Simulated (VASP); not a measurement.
## VASP inputs for SrO (strained zincblende)

INCAR

```
ENCUT = 520
IBRION = -1
LASPH = .TRUE.
LREAL = .FALSE.
NSW = 0
LCHARG = .FALSE.
PREC = Accurate
ISMEAR = -1
NELM = 120
LWAVE = .FALSE.
SIGMA = 0.02
GGA = PE
EDIFF = 1E-7
NBANDS = 15
ISIF = 2
```

KPOINTS

```
KPOINTS created by Atomic Simulation Environment
0
Gamma
8 8 8
0 0 0
```

KPOINTS_OPT

```
special points
6
Reciprocal
0.0000000000 0.0000000000 0.0000000000 1
-0.5000000000 -0.5000000000 0.0000000000 1
-0.3750000000 -0.3750000000 0.2500000000 1
-0.3750000000 0.0000000000 0.3750000000 1
0.0000000000 0.0000000000 0.5000000000 1
-0.5000000000 -0.2500000000 0.2500000000 1
```

POSCAR

```
Sr O
 1.0000000000000000
     0.0349035128000000    2.7922810265000000    2.7922810265000000
     2.7922810265000000    0.0349035128000000    2.7922810265000000
     2.8271845393000001    2.8271845393000001    0.0000000000000000
 Sr  O
   1   1
Cartesian
  0.0000000000000000 -0.0000000000000000  0.0125204334609432
  1.4135922696499998  1.4135922696499998  1.3836200797890568
```

VASP ran with the recommended PBE PAW datasets (16 valence electrons in the cell).

Task: What does this run give?

Result: gap between bands v and c 2.52 eV; least direct gap 3.33 eV; pressure 1.4 GPa.

Band v is the last that the valence electrons fill when counted band by band, and c is the next. Levels in eV from the top of v:

```tsv
point	v−1	v	c	c+1
Γ	-0.85	-0.81	2.52	8.03
X	-0.02	0.00	4.57	5.74
K	-0.22	-0.16	4.56	5.95
L	-0.52	-0.51	5.26	7.11
W	-0.67	0.00	4.58	5.68
```
